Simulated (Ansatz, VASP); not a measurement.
# One calculation of CrO2 (scan), two programs

```
Cr O
1.0
     4.42100    0.00000    0.00000
     0.00000    4.42100    0.00000
     0.00000    0.00000    2.91700
Cr O
2 4
Direct
  0.00000 0.00000 0.00000
  0.50000 0.50000 0.50000
  0.30100 0.30100 0.00000
  0.19900 0.80100 0.50000
  0.69900 0.69900 0.00000
  0.80100 0.19900 0.50000
```

Alike in both runs: task single point; functional r2SCAN; k mesh 4 × 4 × 6; occupations gaussian, width 0.1 eV; collinear spin.

|  | VASP | Ansatz |
| --- | --- | --- |
| version | VASP 6.6.1 | Ansatz 0.2.0 |
| potentials or method | VASP PAW PBE potentials, release 64 (Cr_pv, O) | scalar-relativistic, plane waves, PAW |
| plane-wave cutoff (eV) | 520 | 500 |
| valence electrons in the cell | 48 | 52 |

Ansatz gave:

| Property | Result |
| --- | --- |
| gap on the k mesh at the Fermi level (eV) | none |
| pressure (GPa) | -2.6 |
| largest component of the traceless stress (GPa) | 0.02 |
| rms of the force components (eV/Å) | 0.110 |
| net moment per atom (μB) | 0.67 |
| size of the moment on the site where the two differ most (μB) | 1.84 |

Problem. Estimate VASP's values.

Solution. gap on the k mesh at the Fermi level (eV): none; pressure (GPa): -1.5; largest component of the traceless stress (GPa): 0.17; rms of the force components (eV/Å): 0.111; net moment per atom (μB): 0.67; size of the moment on the site where the two differ most (μB): 2.36.

Site moments also hang on the region over which each program counts them. Atom by atom the forces differ by 0.000 eV/Å (rms over components). A gap of «none» marks a metal or a gap that the smearing closes. The two sets of potentials don't hold the same shells in valence. Ansatz warned: «stability_check_not_made».

Caveats: the PAW data sets were made with another functional, which shifts forces and pressure a little (VASP); semilocal functionals often make such compounds metallic where correlation or magnetic order opens a gap, which also shifts bond lengths.
